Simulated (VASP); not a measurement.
**BeTe (strained zincblende): a r²SCAN single-point calculation in VASP**

INCAR

```
SIGMA = 0.01
LREAL = .FALSE.
NELM = 120
ENCUT = 520
LASPH = .TRUE.
ISMEAR = 0
IBRION = -1
METAGGA = R2SCAN
PREC = Accurate
ISIF = 2
LCHARG = .FALSE.
NSW = 0
ALGO = Normal
EDIFF = 1E-7
LWAVE = .FALSE.
NBANDS = 11
```

KPOINTS

```
KPOINTS created by Atomic Simulation Environment
0
Gamma
8 8 8
0 0 0
```

KPOINTS_OPT

```
special points
6
Reciprocal
0.0000000000 0.0000000000 0.0000000000 1
-0.5000000000 -0.5000000000 0.0000000000 1
-0.3750000000 -0.3750000000 0.2500000000 1
-0.3750000000 0.0000000000 0.3750000000 1
0.0000000000 0.0000000000 0.5000000000 1
-0.5000000000 -0.2500000000 0.2500000000 1
```

POSCAR

```
Be Te
 1.0000000000000000
     0.0000000000000000    2.8569098617000002    2.8069998381999999
     2.8569098617000002    0.0000000000000000    2.8069998381999999
     2.8569098617000002    2.8569098617000002    0.0000000000000000
 Be  Te
   1   1
Cartesian
  0.0000000000000000  0.0000000000000000  0.0000000000000000
  1.4284549308499999  1.4284549308499999  1.4034999190999997
```

VASP ran with the recommended PBE PAW datasets (8 valence electrons in the cell).

Command

```
mpirun -np 1 vasp_std
```

From OUTCAR

```
k-points           NKPTS =     59   k-points in BZ     NKDIM =     59   number of bands    NBANDS=     11

   NELECT =       8.0000    total number of electrons

   dimension x,y,z NGX =    30 NGY =   30 NGZ =   30
   dimension x,y,z NGXF=    60 NGYF=   60 NGZF=   60

  energy-cutoff  :      520.00
  volume of cell :       45.82
      direct lattice vectors                 reciprocal lattice vectors
     0.000000000  2.856909862  2.806999838    -0.175014272  0.175014272  0.178126124
     2.856909862  0.000000000  2.806999838     0.175014272 -0.175014272  0.178126124
     2.856909862  2.856909862  0.000000000     0.175014272  0.175014272 -0.178126124

 k-points in reciprocal lattice and weights: KPOINTS created by Atomic Simulation Env
   0.00000000  0.00000000  0.00000000       0.002
   0.12500000  0.00000000  0.00000000       0.016
   0.25000000  0.00000000  0.00000000       0.016
   0.37500000  0.00000000  0.00000000       0.016
   0.50000000  0.00000000  0.00000000       0.008
   0.12500000  0.12500000  0.00000000       0.004
   0.25000000  0.12500000  0.00000000       0.016
   0.37500000  0.12500000  0.00000000       0.016
   ...

 E-fermi :   4.8297

 k-point     1 :       0.0000    0.0000    0.0000
  band No.  band energies     occupation
      1      -7.9614      2.00000
      2       4.6194      2.00000
      3       4.6194      2.00000
      4       4.7132      2.00000
      5       8.6720      0.00000
      6       8.7051      0.00000
      7       8.7051      0.00000
      8       8.9582      0.00000
      9      13.6419      0.00000
     10      15.1735      0.00000
     11      15.5102      0.00000

 k-point     2 :       0.1250    0.0000    0.0000
  band No.  band energies     occupation
      1      -7.8097      2.00000
      2       3.3559      2.00000
      3       4.3822      2.00000
      4       4.4632      2.00000
      5       8.6361      0.00000
      6       9.0321      0.00000
      7       9.0471      0.00000
      8      10.2115      0.00000
      9      14.1018      0.00000
     10      14.3619      0.00000
     11      14.5933      0.00000

 k-point     3 :       0.2500    0.0000    0.0000
  band No.  band energies     occupation
      1      -7.3915      2.00000
      2       1.3246      2.00000
      3       3.9300      2.00000
      4       4.0438      2.00000
      5       8.3871      0.00000
      6       9.5609      0.00000
      7       9.5966      0.00000
      8      12.2253      0.00000
      9      14.1724      0.00000
     10      14.2117      0.00000
     11      14.4594      0.00000

 k-point     4 :       0.3750    0.0000    0.0000
  band No.  band energies     occupation
      1      -6.8609      2.00000
      2      -0.2937      2.00000
      3       3.5762      2.00000
      4       3.7169      2.00000
      5       8.1901      0.00000
      6       9.6645      0.00000
      7       9.7697      0.00000
      8      13.1598      0.00000
      9      15.0198      0.00000
     10      15.3331      0.00000
     11      15.3481      0.00000

 k-point     5 :       0.5000    0.0000    0.0000
  band No.  band energies     occupation
      1      -6.5849      2.00000
      2      -0.9447      2.00000
      3       3.4482      2.00000
      4       3.5989      2.00000
      5       8.1197      0.00000
      6       9.6234      0.00000
      7       9.7497      0.00000
      8      13.1271      0.00000
      9      16.2647      0.00000
     10      16.7933      0.00000
     11      16.9109      0.00000

 k-point     6 :       0.1250    0.1250    0.0000
  band No.  band energies     occupation
      1      -7.7538      2.00000
      2       3.6205      2.00000
      3       3.9657      2.00000
      4       3.9657      2.00000
      5       8.2766      0.00000
      6       9.6675      0.00000
      7       9.6675      0.00000
      8       9.9298      0.00000
      9      13.4963      0.00000
     10      14.5469      0.00000
     11      15.4363      0.00000

 k-point     7 :       0.2500    0.1250    0.0000
  band No.  band energies     occupation
      1      -7.4181      2.00000
      2       1.9241      2.00000
      3       3.4688      2.00000
      4       3.7121      2.00000
      5       8.3622      0.00000
      6       9.6387      0.00000
      7      10.4088      0.00000
      8      10.9806      0.00000
      9      13.7381      0.00000
     10      15.2239      0.00000
     11      15.3187      0.00000

 k-point     8 :       0.3750    0.1250    0.0000
  band No.  band energies     occupation
      1      -6.9103      2.00000
      2       0.2294      2.00000
      3       3.1646      2.00000
      4       3.2506      2.00000
      5       8.5114      0.00000
      6       9.8077      0.00000
      7      10.5560      0.00000
      8      11.5928      0.00000
      9      15.0714      0.00000
     10      15.5858      0.00000
     11      16.1548      0.00000

 k-point     9 :       0.5000    0.1250    0.0000
  band No.  band energies     occupation
      1      -6.5201      2.00000
      2      -0.7323      2.00000
      3       2.8488      2.00000
      4       3.1453      2.00000
      5       8.5201      0.00000
      6       9.8407      0.00000
      7      10.3030      0.00000
      8      12.9738      0.00000
      9      14.9686      0.00000
     10      16.8738      0.00000
     11      16.9189      0.00000

 k-point    10 :      -0.3750    0.1250    0.0000
  band No.  band energies     occupation
      1      -6.6242      2.00000
      2      -0.4992      2.00000
      3       2.6798      2.00000
      4       3.4092      2.00000
      5       8.6615      0.00000
      6       9.9385      0.00000
      7      10.0479      0.00000
      8      13.3411      0.00000
      9      14.8624      0.00000
     10      15.0738      0.00000
     11      16.8562      0.00000

 k-point    11 :      -0.2500    0.1250    0.0000
  band No.  band energies     occupation
      1      -7.1069      2.00000
      2       0.7751      2.00000
      3       2.8281      2.00000
      4       3.8758      2.00000
      5       8.9037      0.00000
      6       9.7164      0.00000
      7      10.0851      0.00000
      8      12.0281      0.00000
      9      13.4590      0.00000
     10      15.1751      0.00000
     11      16.2067      0.00000

 k-point    12 :      -0.1250    0.1250    0.0000
  band No.  band energies     occupation
      1      -7.5721      2.00000
      2       2.3842      2.00000
      3       3.4440      2.00000
      4       4.3276      2.00000
      5       9.0326      0.00000
      6       9.1703      0.00000
      7       9.5534      0.00000
      8      11.1342      0.00000
      9      13.3921      0.00000
     10      14.4013      0.00000
     11      15.1024      0.00000

 k-point    13 :       0.2500    0.2500    0.0000
  band No.  band energies     occupation
      1      -7.1779      2.00000
      2       1.7921      2.00000
      3       2.9218      2.00000
      4       2.9218      2.00000
      5       7.5984      0.00000
      6       9.4819      0.00000
      7      11.6009      0.00000
      8      11.6009      0.00000
      9      13.9978      0.00000
     10      16.2242      0.00000
     11      16.2779      0.00000

 k-point    14 :       0.3750    0.2500    0.0000
  band No.  band energies     occupation
      1      -6.7475      2.00000
      2       0.6428      2.00000
      3       2.3860      2.00000
      4       2.5837      2.00000
      5       7.7334      0.00000
      6       9.2361      0.00000
      7      11.9176      0.00000
      8      12.1956      0.00000
      9      15.7460      0.00000
     10      16.8229      0.00000
     11      16.9637      0.00000

 k-point    15 :       0.5000    0.2500    0.0000
  band No.  band energies     occupation
      1      -6.3440      2.00000
      2      -0.2501      2.00000
      3       1.7063      2.00000
      4       2.5581      2.00000
      5       7.9433      0.00000
      6      10.5243      0.00000
      7      11.7100      0.00000
      8      11.9738      0.00000
      9      15.7842      0.00000
     10      17.0780      0.00000
     11      17.8851      0.00000

 k-point    16 :      -0.3750    0.2500    0.0000
  band No.  band energies     occupation
      1      -6.3017      2.00000
      2      -0.3103      2.00000
      3       1.2810      2.00000
      4       2.8494      2.00000
      5       8.2379      0.00000
      6      11.4711      0.00000
      7      11.5581      0.00000
      8      12.7043      0.00000
      9      13.7842      0.00000
     10      14.8468      0.00000
     11      18.0892      0.00000

 ...

  Total       -0.2585036     -0.2585036      0.0445685      0.0000000      0.0000000      0.0000000
  in kB       -9.0388181     -9.0388181      1.5583791      0.0000000      0.0000000      0.0000000
  external PRESSURE =      -5.5064191 kB  Pullay stress =       0.0000000 kB

 POSITION                                       TOTAL-FORCE (eV/Angst)
 -----------------------------------------------------------------------------------
      0.00000      0.00000      0.00000        -0.000000     -0.000000      0.000000
      1.42845      1.42845      1.40350         0.000000      0.000000     -0.000000
 -----------------------------------------------------------------------------------
    total drift:                                0.000000      0.000000      0.000000

  FREE ENERGIE OF THE ION-ELECTRON SYSTEM (eV)
  ---------------------------------------------------
  free  energy   TOTEN  =       -30.6824864403 eV

  energy  without entropy=      -30.6824864403  energy(sigma->0) =      -30.68248644
```

- gap between bands v and c: 2.26 eV
- least direct gap: 3.96 eV
- pressure: -0.6 GPa

Band v is the last that the valence electrons fill when counted band by band, and c is the next.

The run took about 79 s on one core of a shared host (Intel Xeon Platinum 8488C) and held 0.19 GiB at most.
